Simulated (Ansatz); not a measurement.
# AlRu (Pm-3m) in Ansatz: a series of runs

Aim: see how the results for AlRu move with the level of theory and the settings. Levels: BLYP, r2SCAN. Tasks: relaxation of cell and atoms.

Everything below comes from runs of Ansatz 0.2.0. Logs are shortened: lines on timing, memory, paths and dates and some standing lists are left out, and cuts for length are marked.

## 1. The crystal as given

It takes space group Pm-3m (No. 221, cubic). Conventional cell: a = 2.992 Å, b = 2.992 Å, c = 2.992 Å, α = 90.00°, β = 90.00°, γ = 90.00°. Around Ru (site symmetry m-3m) lie 8 Al at 2.59 Å. Al (site symmetry m-3m) is surrounded by 8 Ru at 2.59 Å.

## 2. Relaxation of cell and atoms, BLYP

Input file input.yaml:

```yaml
crystal:
  lattice:
    - [2.9916, 0.0, 0.0]
    - [0.0, 2.9916, 0.0]
    - [0.0, 0.0, 2.9916]
  atoms:
    - { symbol: Ru, position: [0.5, 0.5, 0.5] }
    - { symbol: Al, position: [0.0, 0.0, 0.0] }
hamiltonian:
  xc: blyp
  pseudopotentials: { kind: paw }
kpoints:
  mp_grid: { grid: [9, 9, 9] }
scf:
  occupations: { method: fermi_dirac, width: 0.05 }
output:
  forces: true
  stress: true
  eigenvalues: true
relax:
  f_tol: 0.01
  max_steps: 40
  cell: { stress_tol: 0.05 }
```

Potentials or basis: Ansatz PAW.

Run with:

```bash
$ ansatz run input.yaml --threads 2 --pin off --max-ram 5632MiB --backend cpu --events-out ev --progress --plain --runs-dir out
```

Log:

```text
Warning: RAYON_NUM_THREADS=2 ignored (pool sized by the plan → 2); use --threads N
Engine: ansatz 0.2.0, aarch64-unknown-linux-gnu
Pseudopotentials: kind: paw
Pseudopotential: Ru, paw, valence charge 16, recommended cutoff 420 eV (normal), Ru.paw.azcp
Pseudopotential: Al, paw, valence charge 3, recommended cutoff 420 eV (normal), Al.paw.azcp
Functional definition: BLYP
  parameter beta = 0.0042
  parameter a = 0.04918
  parameter b = 0.132
  parameter c = 0.2533
  parameter d = 0.349
  exchange = b88_x(beta = beta)
  correlation = lyp_c(a = a, b = b, c = c, d = d)
Crystal: 2 atoms, lattice volume = 26.774 Å³
Basis set: ecut = 420 eV, 485 PW (Γ), exchange–correlation on 40×40×40 points (8 copies of the dense FFT grid, shifted against one another)
Bands: 14, of which v1, the nominal top of the filled ones, is band 10 counted from 1 (9 counted from 0)
Symmetry: 48 space group operations
Space group: Pm-3m (ITA 221), of the structure as read, at distance tolerance 3.0e-5 Å
k-points: 35 of 729
Non-local potential: Ru, projectors of the file, l = 0: 3, l = 1: 2, l = 2: 2, l = 3: 1
Non-local potential: Al, projectors of the file, l = 0: 2, l = 1: 2, l = 2: 1
PAW form: soft (Blöchl's): semilocal exchange-correlation on the pseudo side does not see the compensation charge
PAW frozen core: Ru, regenerated for the run's functional, and the local potential with it (the file was generated under x = pbe(κ = 0.804, μ = 0.2195149727645171), c = pbe(β = 0.06672455060314922))
PAW frozen core: Al, regenerated for the run's functional, and the local potential with it (the file was generated under x = pbe(κ = 0.804, μ = 0.2195149727645171), c = pbe(β = 0.06672455060314922))
PAW one-centre angular grid: Ru, 590 points (default); XC on 64 Gauss nodes
PAW one-centre angular grid: Al, 110 points (default); XC on 64 Gauss nodes
Initial density: superposition of atomic densities (neutral atoms: chi_scale 0, normalization atom), corrected by the library's trained network
Initial wavefunctions: pseudopotential atomic-orbital guess
Functional: x = b88, c = lyp
SCF iter   1: F=—  HF=-6434.244151 eV  |F-HF|=—  |Δ(HF+E_count)|=         —  Δρ=1.16e-2  dr2=4.38e-2  ethr=1.77e-3  ⟨swp⟩=5.3  Hψ=2719  notcnv=0
preconditioner: auto → none  [metal: Δε(μ)=0.060 eV  Ē_g=8.880 eV  σ=0.050 eV  W_gap=0.28  n_scr=6 (ndim 8)  ℏωp=23.8 eV  f_vac=0.000  D(μ)=1.89/eV (n_scr^D=18)  sad-step TF]
SCF iter   2: F=—  HF=-6434.240411 eV  |F-HF|=—  |Δ(HF+E_count)|=   3.74e-3  Δρ=7.36e-3  dr2=1.96e-2  ethr=2.31e-4  ⟨swp⟩=1.3  Hψ=788  notcnv=0  defer=1
SCF iter   3: F=—  HF=-6434.237378 eV  |F-HF|=—  |Δ(HF+E_count)|=   3.03e-3  Δρ=9.42e-4  dr2=3.03e-4  ethr=1.03e-4  ⟨swp⟩=2.5  Hψ=825  notcnv=0  defer=1
SCF iter   4: F=—  HF=-6434.237340 eV  |F-HF|=—  |Δ(HF+E_count)|=   3.77e-5  Δρ=1.29e-4  dr2=1.77e-6  ethr=1.59e-6  ⟨swp⟩=2.1  Hψ=729  notcnv=0  defer=1
SCF iter   5: F=—  HF=-6434.237396 eV  |F-HF|=—  |Δ(HF+E_count)|=   5.59e-5  Δρ=2.48e-5  dr2=1.46e-7  ethr=9.30e-9  ⟨swp⟩=2.0  Hψ=688  notcnv=0  defer=1
[... 59 lines left out ...]
iter 8 did not close the SCF: its close was put off for the readings that it lacked (scf_convergence_deferred on its scf_iter line)
SCF iter   8: F=-6434.271232 eV  HF=-6434.271232 eV  |F-HF|=0.00e0  |Δ(HF+E_count)|=  1.82e-12  Δρ=2.29e-10  dr2=6.48e-18  ethr=1.00e-12  ⟨swp⟩=1.0  Hψ=490  notcnv=0
SCF iter   9: F=-6434.271232 eV  HF=-6434.271232 eV  |F-HF|=0.00e0  |Δ(HF+E_count)|=    0.00e0  Δρ=6.10e-11  dr2=3.58e-19  ethr=1.00e-12  ⟨swp⟩=2.0  Hψ=1154  notcnv=0
SCF 5 converged in 9 iterations: F = -6434.271232 eV  dr2 = 3.58e-19
relax step   5: F+E_penalty+E_count = -6434.27123193 eV  Δ(F+E_penalty+E_count) = -5.955e-4 eV  max|allowed force component| = 2.978e-29 eV/Å  Δτ_max = 0.0000 Å  P = +0.029 GPa  Ω = 28.005 Å³  stress off target by 2.94e-2 GPa  SCF on the basis re-selected at this cell (its energy is not comparable with the rows above)  (9 SCF iters)
basis re-selected at this cell: Δ(F+E_penalty+E_count) = -5.955e-4 eV, ΔP = +0.028 GPa vs the last step (what re-selecting the basis moved, of the pressure what is left beyond the Pulay correction that the steps carried, after the strain that the cell walked since its last selection, with what the two solves' SCF thresholds leave and, on support functions, any second-order correction that the steps lacked; it is no measure of the basis error at this ecutwfc). The dense FFT grid was sized anew with the basis: this SCF ran on 24×24×24 points, the steps before it on 20×20×20, so part of this shift can come from that change (see relax.cell in the input reference). This SCF's stress stands 2.94e-2 GPa from its target on what of the cell is left free (relax.cell.stress_tol is 5.00e-2 GPa) and its largest allowed force component is 2.98e-29 eV/Å (relax.f_tol is 1.00e-2 eV/Å): within both
SCF converged after 9 iterations
Free energy (F): -6434.271232 eV
Harris-Foulkes:  -6434.271232 eV  (|F-HF|=0.00e0)
Internal energy: -6434.254027 eV  (E = F + TS)
E sigma→0 (E₀):  -6434.262630 eV
Entropy (-TS):   -0.017205 eV (-8.602 meV/atom)
Fermi energy:    15.699902 eV
--- Per-component energies (eV) ---
  E_band       = -124.366910
  E_kinetic    = 542.058582
  E_local      = -1845.114006  (includes V_loc(G=0)·N_el)
  E_nonlocal   = 354.881620
  E_hartree    = 656.790401
  E_xc         = -227.011230
  E_vxc        = -263.860876  (∫ρ·V_xc dr)
  E_paw        = -3950.814565  (= ΣΔE_a)
  E_vpaw       = -225.912815  (= ΣTr[D̂ρ^β])
  E_aug_tail   = -0.000217  (compensation charges beyond the density's cutoff)
  E_ewald      = -1965.145754
  E_core_change = 0.101142  (= ΣΔE_core)
  E_smearing   = -0.017205  (= −TS)
  E_closure    = -0.000000  (closes the sum)
  Σ components = -6434.271232   (vs F -6434.271232, Δ=0.00e0)
--- Forces (eV/Å), atoms counted from 1 ---
  atom   1  Ru     0.00000000     0.00000000    -0.00000000
  atom   2  Al    -0.00000000     0.00000000    -0.00000000
  max |Σ_I F_I| component: 5.82e-29 eV/Å
--- Stress (GPa, compression-positive) ---
        0.029402       0.000000      -0.000000
        0.000000       0.029402      -0.000000
       -0.000000       0.000000       0.029402
  P = ⅓ Tr σ = 0.0294 GPa (0.294 kbar)
--- Band table (eV; the first three rows and the last of 35) ---
  k-point 0: bands = ["-55.9894", "-25.9430", "-25.9430", "-25.9430", "6.4463", "12.4935", "12.4935", "15.8836", "15.8836", "15.8836", "21.6324", "21.6324", "21.6324", "26.6112"]
  k-point 1: bands = ["-55.9879", "-25.9638", "-25.9413", "-25.9413", "6.6728", "12.5612", "12.5689", "15.6240", "15.6240", "15.9102", "20.6221", "22.0705", "22.0705", "26.1564"]
  k-point 2: bands = ["-55.9841", "-26.0161", "-25.9369", "-25.9369", "7.3300", "12.5971", "12.7700", "15.0718", "15.0718", "15.9785", "19.0213", "23.1617", "23.1617", "25.1329"]
  k-point 34: bands = ["-55.9532", "-26.0748", "-26.0744", "-26.0744", "11.2938", "11.5261", "11.5261", "16.8893", "16.8893", "18.2561", "18.8898", "20.1949", "20.1949", "24.1530"]
--- Relaxed structure (4 steps of the walk, 4 accepted, 1 SCFs on fresh bases) ---
  F+E_penalty+E_count = -6434.27123193 eV   max|allowed force component| = 2.978e-29 eV/Å   (the final SCF, on the basis selected at the relaxed cell)
  cell:  # Å, volume = 28.0053 Å³
    - [3.036779736995014, -2.4515483250429185e-33, 4.81482486096809e-34]
    - [-2.258955330604195e-33, 3.036779736995014, -2.407412430484045e-34]
    - [9.62964972193618e-35, -1.1234591342258874e-34, 3.036779736995014]
  atoms:
    - { symbol: Ru, position: [0.49999999999999994, 0.49999999999999994, 0.49999999999999994] }
    - { symbol: Al, position: [5.150233839782532e-34, -7.928832691702836e-48, 4.2918615331533534e-35] }
```

It took 2.3 s on 2 threads of Arm Neoverse V2, shared host; peak memory 0.29 GiB.

Results:

| Property | Result |
| --- | --- |
| Free energy | -6434.2712 eV |
| Relaxed volume | 14.00 Å³/atom |
| Relaxed cell | a = 3.037 Å, b = 3.037 Å, c = 3.037 Å, α = 90.00°, β = 90.00°, γ = 90.00° |
| Space group after relaxing (to 0.05 Å) | Pm-3m (No. 221) |
| Energy gained by relaxing | 16.9 meV/atom |
| Ionic steps | 5 |
| Pressure after relaxing | 0.0 GPa |
| Band gap on the k mesh | none (metal or under the smearing width) |

The path:
```csv
step,energy change (eV),largest force (eV/Å),volume (Å³)
1,0.0000,0.0000,26.77
2,-0.0320,0.0000,28.25
3,-0.0332,0.0000,28.02
4,-0.0332,0.0000,28.01
5,-0.0338,0.0000,28.01
```

Final structure:
```xyz
2
Lattice="3.0368 0.0000 0.0000 0.0000 3.0368 0.0000 0.0000 0.0000 3.0368" Properties=species:S:1:pos:R:3 pbc="T T T"
Ru    1.5184    1.5184    1.5184
Al    0.0000    0.0000    0.0000
```

Caveat: the plane-wave basis is chosen anew once the cell has moved, so the energies of steps on either side of that aren't comparable; the PAW data sets come from PBE, with cores solved anew for the run's functional, which leaves a small shift of forces and pressure. Zero-point motion and thermal expansion aren't in these numbers.

## 3. Relaxation of cell and atoms, r2SCAN

Edit input.yaml of step 2 so:

```diff
@@ -9,3 +9,3 @@
 hamiltonian:
-  xc: blyp
+  xc: r2scan
   pseudopotentials: { kind: paw }
@@ -19,2 +19,6 @@
   eigenvalues: true
+  write_density: true
+  write_potential: true
+  elf: true
+  volumetric_format: npy
 relax:
```

Potentials or basis: Ansatz PAW.

Run with:

```bash
$ ansatz run input.yaml --threads 2 --pin off --max-ram 5632MiB --backend cpu --events-out ev --progress --plain --runs-dir out
```

It took 4.3 s on 2 threads of Arm Neoverse V2, shared host; peak memory 0.35 GiB.

It converged, with:

- Free energy: -6432.5407 eV
- Relaxed volume: 13.26 Å³/atom
- Relaxed cell: a = 2.982 Å, b = 2.982 Å, c = 2.982 Å, α = 90.00°, β = 90.00°, γ = 90.00°
- Space group after relaxing (to 0.05 Å): Pm-3m (No. 221)
- Energy gained by relaxing: 0.8 meV/atom
- Ionic steps: 4
- Pressure after relaxing: 0.0 GPa
- Band gap on the k mesh: none (metal or under the smearing width)

The path:
| step | energy change (eV) | largest force (eV/Å) | volume (Å³) |
| --- | --- | --- | --- |
| 1 | 0.0000 | 0.0000 | 26.77 |
| 2 | -0.0016 | 0.0000 | 26.45 |
| 3 | -0.0017 | 0.0000 | 26.52 |
| 4 | -0.0016 | 0.0000 | 26.52 |

Final structure:
```
CELL_PARAMETERS angstrom
2.98229 0.00000 0.00000
0.00000 2.98229 0.00000
0.00000 0.00000 2.98229
ATOMIC_POSITIONS crystal
Ru 0.50000 0.50000 0.50000
Al 0.00000 0.00000 0.00000
```

Levels at points of the mesh, in eV from the Fermi level:
| k point | band 6 | band 7 | band 8 | band 9 | band 10 | band 11 | band 12 | band 13 | band 14 |
| --- | --- | --- | --- | --- | --- | --- | --- | --- | --- |
| (0.00, 0.00, 0.00) | -3.66 | -3.66 | 0.25 | 0.25 | 0.25 | 6.66 | 6.66 | 6.66 | 11.60 |

Caveat: the plane-wave basis is chosen anew once the cell has moved, so the energies of steps on either side of that aren't comparable; the PAW data sets come from PBE, with cores solved anew for the run's functional, which leaves a small shift of forces and pressure.
